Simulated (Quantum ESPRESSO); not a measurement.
# 2H-WS2, 1 layer, rectangular cell: a series in strain along the second axis, part 5 of 7

Aim: how the results for 2H-WS2, 1 layer, rectangular cell change with strain along the second axis.

Quantum ESPRESSO 7.5; plane-wave DFT, PBE, GBRV ultrasoft pseudopotentials.

So far. Step 3 (Relaxing the ions, -4 %): The relaxation lowers the energy by 4 meV an atom. Step 6 (Bands along a path, -4 %): Along this path the valence top lies between Γ and X and the conduction bottom between S and Y.

### 7. Relaxing the ions, -3 %

File m1.relax.in:

```
&control
  prefix = 'm1.relax'
  outdir = './out'
  pseudo_dir = './pseudo'
  nstep = 40
  forc_conv_thr = 0.0003
  calculation = 'relax'
  tstress = .true.
/
&system
  ibrav = 0
  nat = 6
  ntyp = 2
  ecutwfc = 50
  ecutrho = 250
  occupations = 'smearing'
  smearing = 'fd'
  degauss = 0.002
/
&electrons
  conv_thr = 1e-09
  mixing_beta = 0.4
  electron_maxstep = 120
  mixing_mode = 'plain'
/
&ions
/
ATOMIC_SPECIES
  S   32.0600  s_pbe_v1.4.uspp.F.UPF
  W   183.8400  w_pbe_v1.2.uspp.F.UPF
CELL_PARAMETERS angstrom
  3.18620864300000 0.00000000000000 0.00000000000000
  0.00000000000000 5.35320435181000 0.00000000000000
  0.00000000000000 0.00000000000000 18.47562023200000
ATOMIC_POSITIONS crystal
  S   0.999999999900 0.333332935400 0.414858813600
  S   0.500000000000 0.833332916800 0.414858819500
  W   0.000000000000 0.000000826800 0.500000000000
  W   0.500000000000 0.500000802000 0.500000000000
  S   0.999999999900 0.333332935400 0.585141186400
  S   0.500000000000 0.833332916800 0.585141180500
K_POINTS automatic
  10 6 1 0 0 0
```

Launch:

```bash
$ OMP_NUM_THREADS=1 mpirun -n 4 pw.x -nk 4 -in m1.relax.in > m1.relax.out
```

What it wrote:

```text
[banner, memory and clock lines left out]
Program PWSCF v.7.5 starts
[...]
Message from routine setup:
[...]
number of electrons       =        52.00
     number of Kohn-Sham states=           31
     kinetic-energy cutoff     =      50.0000  Ry
     charge density cutoff     =     250.0000  Ry
[...]
number of k points=    24  Fermi-Dirac smearing, width (Ry)=  0.0020
[...]
Dense  grid:   141963 G-vectors     FFT dimensions: (  32,  54, 180)
[...]
negative rho (up, down):  1.284E-01 0.000E+00
     Starting wfcs are   42 randomized atomic wfcs
[...]
negative rho (up, down):  1.313E-01 0.000E+00
[...]
estimated scf accuracy    <       0.19289216 Ry
[...]
negative rho (up, down):  1.346E-01 0.000E+00
[...]
estimated scf accuracy    <       0.03027256 Ry
[...]
negative rho (up, down):  1.356E-01 0.000E+00
[...]
estimated scf accuracy    <       0.01363492 Ry
[...]
negative rho (up, down):  1.374E-01 0.000E+00
[...]
estimated scf accuracy    <       0.00271154 Ry
[...]
negative rho (up, down):  1.376E-01 0.000E+00
[...]
estimated scf accuracy    <       0.00121815 Ry
[...]
negative rho (up, down):  1.376E-01 0.000E+00
[...]
estimated scf accuracy    <       0.00004410 Ry
[...]
negative rho (up, down):  1.373E-01 0.000E+00
[...]
estimated scf accuracy    <       0.00001518 Ry
[...]
negative rho (up, down):  1.373E-01 0.000E+00
[...]
estimated scf accuracy    <       0.00000349 Ry
[...]
negative rho (up, down):  1.373E-01 0.000E+00
[...]
estimated scf accuracy    <       0.00000023 Ry
[...]
negative rho (up, down):  1.372E-01 0.000E+00
[...]
estimated scf accuracy    <       0.00000013 Ry
[...]
negative rho (up, down):  1.372E-01 0.000E+00
[...]
estimated scf accuracy    <       0.00000001 Ry
[...]
negative rho (up, down):  1.372E-01 0.000E+00
[...]
estimated scf accuracy    <          2.6E-09 Ry
[...]
negative rho (up, down):  1.372E-01 0.000E+00
[...]
the Fermi energy is     0.8982 ev
!    total energy              =    -415.03338935 Ry
     estimated scf accuracy    <          1.4E-10 Ry
     smearing contrib. (-TS)   =      -0.00000000 Ry
     internal energy E=F+TS    =    -415.03338935 Ry
[...]
one-electron contribution =   -2018.97753747 Ry
     hartree contribution      =    1010.01028046 Ry
     xc contribution           =    -116.50887860 Ry
     ewald contribution        =     710.44274625 Ry
     convergence has been achieved in  13 iterations
     negative rho (up, down):  1.372E-01 0.000E+00
[...]
Total force =     0.032078     Total SCF correction =     0.000015
[...]
negative rho (up, down):  1.372E-01 0.000E+00
[...]
negative rho (up, down):  1.371E-01 0.000E+00
[...]
negative rho (up, down):  1.371E-01 0.000E+00
[...]
estimated scf accuracy    <       0.00005893 Ry
[...]
negative rho (up, down):  1.371E-01 0.000E+00
[...]
estimated scf accuracy    <       0.00004274 Ry
[...]
negative rho (up, down):  1.371E-01 0.000E+00
[...]
estimated scf accuracy    <       0.00000327 Ry
[...]
negative rho (up, down):  1.371E-01 0.000E+00
[...]
estimated scf accuracy    <       0.00000300 Ry
[...]
negative rho (up, down):  1.371E-01 0.000E+00
[...]
estimated scf accuracy    <       0.00000011 Ry
[...]
negative rho (up, down):  1.371E-01 0.000E+00
[...]
estimated scf accuracy    <       0.00000030 Ry
[...]
negative rho (up, down):  1.371E-01 0.000E+00
[...]
estimated scf accuracy    <       0.00000003 Ry
[...]
negative rho (up, down):  1.371E-01 0.000E+00
[...]
estimated scf accuracy    <          6.1E-09 Ry
[...]
negative rho (up, down):  1.371E-01 0.000E+00
[...]
estimated scf accuracy    <          3.8E-09 Ry
[...]
negative rho (up, down):  1.371E-01 0.000E+00
[...]
the Fermi energy is     0.8645 ev
!    total energy              =    -415.03414961 Ry
     estimated scf accuracy    <          2.7E-10 Ry
     smearing contrib. (-TS)   =      -0.00000000 Ry
     internal energy E=F+TS    =    -415.03414961 Ry
[...]
one-electron contribution =   -2015.09090619 Ry
     hartree contribution      =    1008.07653411 Ry
     xc contribution           =    -116.48324959 Ry
     ewald contribution        =     708.46347207 Ry
     convergence has been achieved in  10 iterations
     negative rho (up, down):  1.371E-01 0.000E+00
[...]
Total force =     0.016026     Total SCF correction =     0.000047
[...]
negative rho (up, down):  1.371E-01 0.000E+00
[...]
negative rho (up, down):  1.370E-01 0.000E+00
[...]
negative rho (up, down):  1.370E-01 0.000E+00
[...]
estimated scf accuracy    <       0.00006363 Ry
[...]
negative rho (up, down):  1.370E-01 0.000E+00
[...]
estimated scf accuracy    <       0.00004597 Ry
[...]
negative rho (up, down):  1.370E-01 0.000E+00
[...]
estimated scf accuracy    <       0.00000318 Ry
[...]
negative rho (up, down):  1.370E-01 0.000E+00
[...]
estimated scf accuracy    <       0.00000283 Ry
[...]
negative rho (up, down):  1.370E-01 0.000E+00
[...]
estimated scf accuracy    <       0.00000019 Ry
[...]
negative rho (up, down):  1.370E-01 0.000E+00
[...]
estimated scf accuracy    <       0.00000026 Ry
[...]
negative rho (up, down):  1.370E-01 0.000E+00
[...]
estimated scf accuracy    <          5.2E-09 Ry
[...]
negative rho (up, down):  1.370E-01 0.000E+00
[...]
estimated scf accuracy    <          4.1E-09 Ry
[...]
negative rho (up, down):  1.370E-01 0.000E+00
[...]
estimated scf accuracy    <          6.7E-10 Ry
[...]
negative rho (up, down):  1.370E-01 0.000E+00
[...]
the Fermi energy is     0.8314 ev
!    total energy              =    -415.03443499 Ry
     estimated scf accuracy    <          8.1E-12 Ry
     smearing contrib. (-TS)   =      -0.00000000 Ry
     internal energy E=F+TS    =    -415.03443499 Ry
[...]
one-electron contribution =   -2010.60605828 Ry
     hartree contribution      =    1005.84563171 Ry
     xc contribution           =    -116.45430757 Ry
     ewald contribution        =     706.18029915 Ry
     convergence has been achieved in  10 iterations
     negative rho (up, down):  1.370E-01 0.000E+00
[...]
Total force =     0.003535     Total SCF correction =     0.000008
[...]
negative rho (up, down):  1.370E-01 0.000E+00
[...]
negative rho (up, down):  1.370E-01 0.000E+00
[...]
negative rho (up, down):  1.370E-01 0.000E+00
[...]
estimated scf accuracy    <       0.00000142 Ry
[...]
negative rho (up, down):  1.370E-01 0.000E+00
[...]
estimated scf accuracy    <       0.00000115 Ry
[...]
negative rho (up, down):  1.370E-01 0.000E+00
[...]
estimated scf accuracy    <       0.00000007 Ry
[...]
negative rho (up, down):  1.370E-01 0.000E+00
[...]
estimated scf accuracy    <       0.00000010 Ry
[...]
negative rho (up, down):  1.370E-01 0.000E+00
[...]
estimated scf accuracy    <          7.1E-09 Ry
[...]
negative rho (up, down):  1.370E-01 0.000E+00
[...]
estimated scf accuracy    <          5.2E-09 Ry
[...]
negative rho (up, down):  1.370E-01 0.000E+00
[...]
estimated scf accuracy    <          4.1E-10 Ry
[...]
negative rho (up, down):  1.370E-01 0.000E+00
[...]
estimated scf accuracy    <          7.3E-11 Ry
[...]
negative rho (up, down):  1.370E-01 0.000E+00
[...]
estimated scf accuracy    <          4.2E-11 Ry
[...]
negative rho (up, down):  1.370E-01 0.000E+00
[...]
the Fermi energy is     0.8309 ev
!    total energy              =    -415.03444535 Ry
     estimated scf accuracy    <          4.4E-12 Ry
     smearing contrib. (-TS)   =      -0.00000000 Ry
     internal energy E=F+TS    =    -415.03444535 Ry
[...]
one-electron contribution =   -2009.96350940 Ry
     hartree contribution      =    1005.52598711 Ry
     xc contribution           =    -116.45027498 Ry
     ewald contribution        =     705.85335192 Ry
     convergence has been achieved in  10 iterations
     negative rho (up, down):  1.370E-01 0.000E+00
[...]
Total force =     0.001451     Total SCF correction =     0.000006
[...]
negative rho (up, down):  1.370E-01 0.000E+00
[...]
negative rho (up, down):  1.370E-01 0.000E+00
[...]
negative rho (up, down):  1.370E-01 0.000E+00
[...]
estimated scf accuracy    <       0.00000020 Ry
[...]
negative rho (up, down):  1.370E-01 0.000E+00
[...]
estimated scf accuracy    <       0.00000010 Ry
[...]
negative rho (up, down):  1.370E-01 0.000E+00
[...]
estimated scf accuracy    <       0.00000002 Ry
[...]
negative rho (up, down):  1.370E-01 0.000E+00
[...]
estimated scf accuracy    <          2.5E-09 Ry
[...]
negative rho (up, down):  1.370E-01 0.000E+00
[...]
estimated scf accuracy    <          4.0E-10 Ry
[...]
negative rho (up, down):  1.370E-01 0.000E+00
[...]
estimated scf accuracy    <          2.3E-10 Ry
[...]
negative rho (up, down):  1.370E-01 0.000E+00
[...]
estimated scf accuracy    <          1.0E-11 Ry
[...]
negative rho (up, down):  1.370E-01 0.000E+00
[...]
the Fermi energy is     0.8324 ev
!    total energy              =    -415.03444702 Ry
     estimated scf accuracy    <          3.3E-12 Ry
     smearing contrib. (-TS)   =      -0.00000000 Ry
     internal energy E=F+TS    =    -415.03444702 Ry
[...]
one-electron contribution =   -2009.78031319 Ry
     hartree contribution      =    1005.43487627 Ry
     xc contribution           =    -116.44916155 Ry
     ewald contribution        =     705.76015145 Ry
     convergence has been achieved in   8 iterations
     negative rho (up, down):  1.370E-01 0.000E+00
[...]
Total force =     0.000145     Total SCF correction =     0.000004
[...]
negative rho (up, down):  1.370E-01 0.000E+00
[...]
```

Elapsed: 6.1 min, on 4 MPI ranks of Arm Neoverse V1, shared host; peak memory 1.6 GiB.

Step by step:

```
step  energy less that of the first step (eV)  largest force (eV/Å)
   1                                   0.0000                0.3721
   2                                  -0.0103                0.2007
   3                                  -0.0142                0.0404
   4                                  -0.0144                0.0205
   5                                  -0.0144                0.0020
```

The atoms that moved most (Å):

```
atom     dx      dy      dz  length
  S5  0.000   0.003   0.017   0.017
  S1  0.000   0.003  -0.017   0.017
  S6  0.000   0.003   0.017   0.017
  S2  0.000   0.003  -0.017   0.017
  W4  0.000  -0.007   0.000   0.007
  W3  0.000  -0.007   0.000   0.007
```

The relaxed structure:

```xyz
6
Lattice="3.1862 0.0000 0.0000 0.0000 5.3532 0.0000 0.0000 0.0000 18.4756" Properties=species:S:1:pos:R:3
S     3.1862    1.7879    7.6477
S     1.5931    4.4645    7.6477
W     0.0000   -0.0069    9.2378
W     1.5931    2.6697    9.2378
S     3.1862    1.7879   10.8279
S     1.5931    4.4645   10.8279
```

The relaxation lowers the energy by 2 meV an atom.

Read from the output:

```
free energy  : -5646.8313 eV
Fermi energy : 0.8324 eV
```

### 8. Ground state, -3 %

File m1.scf.in:

```
&control
  prefix = 'm1.scf'
  outdir = './out'
  pseudo_dir = './pseudo'
  calculation = 'scf'
  tprnfor = .true.
/
&system
  ibrav = 0
  nat = 6
  ntyp = 2
  ecutwfc = 40
  ecutrho = 200
  occupations = 'smearing'
  smearing = 'fd'
  degauss = 0.002
  nbnd = 30
/
&electrons
  conv_thr = 1e-09
  mixing_beta = 0.4
  electron_maxstep = 120
  mixing_mode = 'plain'
/
ATOMIC_SPECIES
  S   32.0600  s_pbe_v1.4.uspp.F.UPF
  W   183.8400  w_pbe_v1.2.uspp.F.UPF
CELL_PARAMETERS angstrom
  3.18620864300000 0.00000000000000 0.00000000000000
  0.00000000000000 5.35320435181000 0.00000000000000
  0.00000000000000 0.00000000000000 18.47562023200000
ATOMIC_POSITIONS crystal
  S   0.999999999900 0.333981376000 0.413933757600
  S   0.500000000000 0.833981358800 0.413933780800
  W   0.000000000000 -0.001296047100 0.500000000000
  W   0.500000000000 0.498703910500 0.500000000000
  S   0.999999999900 0.333981376000 0.586066242400
  S   0.500000000000 0.833981358800 0.586066219200
K_POINTS automatic
  10 6 1 0 0 0
```

Launch:

```bash
$ OMP_NUM_THREADS=1 mpirun -n 4 pw.x -nk 4 -in m1.scf.in > m1.scf.out
```

What it wrote:

```text
[banner, memory and clock lines left out]
Program PWSCF v.7.5 starts
[...]
Message from routine setup:
[...]
number of electrons       =        52.00
     number of Kohn-Sham states=           30
     kinetic-energy cutoff     =      40.0000  Ry
     charge density cutoff     =     200.0000  Ry
[...]
number of k points=    24  Fermi-Dirac smearing, width (Ry)=  0.0020
[...]
Dense  grid:   101707 G-vectors     FFT dimensions: (  27,  45, 160)
[...]
negative rho (up, down):  1.299E-01 0.000E+00
     Starting wfcs are   42 randomized atomic wfcs
[...]
negative rho (up, down):  1.317E-01 0.000E+00
[...]
estimated scf accuracy    <       0.19650964 Ry
[...]
negative rho (up, down):  1.342E-01 0.000E+00
[...]
estimated scf accuracy    <       0.02988967 Ry
[...]
negative rho (up, down):  1.350E-01 0.000E+00
[...]
estimated scf accuracy    <       0.01263148 Ry
[...]
negative rho (up, down):  1.364E-01 0.000E+00
[...]
estimated scf accuracy    <       0.00255020 Ry
[...]
negative rho (up, down):  1.365E-01 0.000E+00
[...]
estimated scf accuracy    <       0.00086048 Ry
[...]
negative rho (up, down):  1.365E-01 0.000E+00
[...]
estimated scf accuracy    <       0.00001802 Ry
[...]
negative rho (up, down):  1.364E-01 0.000E+00
[...]
estimated scf accuracy    <       0.00003291 Ry
[...]
negative rho (up, down):  1.364E-01 0.000E+00
[...]
estimated scf accuracy    <       0.00000979 Ry
[...]
negative rho (up, down):  1.363E-01 0.000E+00
[...]
estimated scf accuracy    <       0.00000076 Ry
[...]
negative rho (up, down):  1.363E-01 0.000E+00
[...]
estimated scf accuracy    <       0.00000009 Ry
[...]
negative rho (up, down):  1.363E-01 0.000E+00
[...]
estimated scf accuracy    <       0.00000004 Ry
[...]
negative rho (up, down):  1.363E-01 0.000E+00
[...]
estimated scf accuracy    <          5.4E-09 Ry
[...]
negative rho (up, down):  1.363E-01 0.000E+00
[...]
the Fermi energy is     1.0111 ev
!    total energy              =    -415.02393830 Ry
     estimated scf accuracy    <          3.0E-10 Ry
     smearing contrib. (-TS)   =      -0.00000000 Ry
     internal energy E=F+TS    =    -415.02393830 Ry
[...]
one-electron contribution =   -2009.74594663 Ry
     hartree contribution      =    1005.41236103 Ry
     xc contribution           =    -116.45050419 Ry
     ewald contribution        =     705.76015150 Ry
     convergence has been achieved in  13 iterations
     negative rho (up, down):  1.363E-01 0.000E+00
[...]
Total force =     0.000194     Total SCF correction =     0.000019
[...]
```

It took 61 s on 4 MPI ranks; peak memory 0.97 GiB.

Numbers from this step:

```
free energy                          : -5646.6883 eV
Fermi energy                         : 1.011 eV
valence top, on the run's zero       : -0.01345 eV
conduction bottom, on the run's zero : 1.977 eV
gap by band count                    : 1.991 eV
```

(Continued in part 6 of 7.)

[Logs are printed without paths, hosts, clocks, repeated set-up lines and the standing remarks that a program may print on its own settings, such as how far it seeks lower states.]

[Hosts, paths, dates, database ids (printed as entryN), source tags and the programs' standing remarks are cut or masked in the printed files.]

[Maps of the electrostatic potential energy from Ansatz leave out the sawtooth potential of an applied field or a dipole correction, so their vacuum need not be flat; planar profiles and work functions include it.]
